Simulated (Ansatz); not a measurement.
A calculation with Ansatz 0.2.0 of BAs (ASE script, Cartesian positions):

The input run.py:

```python
import json

import ase.io
import numpy as np
from ase.calculators.calculator import CalculationFailed, Calculator
from ase.stress import full_3x3_to_voigt_6_stress
from ase.units import GPa

import ansatz as az

class AnsatzCalculator(Calculator):
    implemented_properties = ["energy", "free_energy", "forces", "stress", "magmom"]

    def calculate(self, atoms, properties, system_changes):
        super().calculate(atoms, properties, system_changes)
        structure = atoms.copy()
        structure.set_constraint()
        structure.set_momenta(None)
        structure.set_masses(None)
        outcome = (
            az.Crystal.from_ase(structure)
            .calculation()
            .basis(xc_grid=2)
            .kpoints(10, 10, 10)
            .functional("blyp")
            .pseudopotentials(kind="paw", partial_waves="polarizable")
            .spin("collinear")
            .scf(tolerance=2e-10)
            .occupations(method="gaussian", width=0.02)
            .forces()
            .stress()
            .run(threads=2)
        )
        if not outcome.report["converged"]:
            raise CalculationFailed("SCF not converged")
        report = outcome.report
        self.results = {
            "free_energy": report["lagrangian_ev"],
            "energy": report["lagrangian_ev"],
            "forces": np.array(report["forces_ev_ang"]),
            "stress": -GPa * full_3x3_to_voigt_6_stress(report["stress_gpa"]),
            "magmom": report["magnetization_mub"],
        }

np.set_printoptions(precision=5, suppress=True, linewidth=110)
atoms = ase.io.read("BAs.xyz")
atoms.set_initial_magnetic_moments([0.5, 0.0])
atoms.calc = AnsatzCalculator()
print(f"free energy {atoms.get_potential_energy():.6f} eV")
print("forces (eV/A)", atoms.get_forces(), sep="\n")
print("stress (GPa, Voigt, tension positive)", atoms.get_stress() / GPa, sep="\n")
print(f"moment {atoms.get_magnetic_moment():.4f} muB")
```

Contents of BAs.xyz:

```xyz
2
Lattice="0.0000000000 2.4505665292 2.4505665292 2.4505665292 0.0000000000 2.4505665292 2.4505665292 2.4505665292 0.0000000000" Properties=species:S:1:pos:R:3 pbc="T T T"
As     3.6758497938      3.6758497938      3.6758497938
B      0.0000000000      0.0000000000      0.0000000000
```

Potentials or basis: Ansatz PAW polarizable.

Run with:

```sh
$ python run.py
```

The cell isn't the ideal one: volume scaled by 1.08.

Write the same calculation in another form: native input, structure typed inline.

As run:

Contents of input.yaml:

```yaml
crystal:
  lattice:
    - [0.0, 2.4505665292, 2.4505665292]
    - [2.4505665292, 0.0, 2.4505665292]
    - [2.4505665292, 2.4505665292, 0.0]
  atoms:
    - { symbol: As, position: [0.75, 0.75, 0.75], spin: 0.5 }
    - { symbol: B, position: [0.0, 0.0, 0.0] }
hamiltonian:
  xc: blyp
  pseudopotentials: { kind: paw, partial_waves: polarizable }
magnetization:
  spin_polarized: true
kpoints:
  mp_grid: { grid: [10, 10, 10] }
scf:
  occupations: { method: gaussian, width: 0.02 }
output:
  forces: true
  stress: true
  eigenvalues: true
  write_density: true
  write_potential: true
  elf: true
  volumetric_format: npy
```

Potentials or basis: Ansatz PAW polarizable.

Launch:

```console
$ ansatz run input.yaml --threads 2 --pin off --max-ram 5120MiB --backend cpu --events-out ev --progress --plain --runs-dir out
```

Both were run:

|  | ASE script, Cartesian positions | native input, structure typed inline |
| --- | --- | --- |
| Pressure | -2.0 GPa | -2.0 GPa |
| Band gap on the k mesh | 1.47 eV | 1.47 eV, indirect (least direct gap 3.27 eV) |
| Net moment | 0.00 μB per cell | 0.00 μB per cell |
| Absolute moment | 0.00 μB per cell | 0.00 μB per cell |

Keys that steer only the numerical path or the files written may differ.

Caveat: the PAW data sets come from PBE, with cores solved anew for the run's functional, which leaves a small shift of forces and pressure; the starting moments weren't kept.
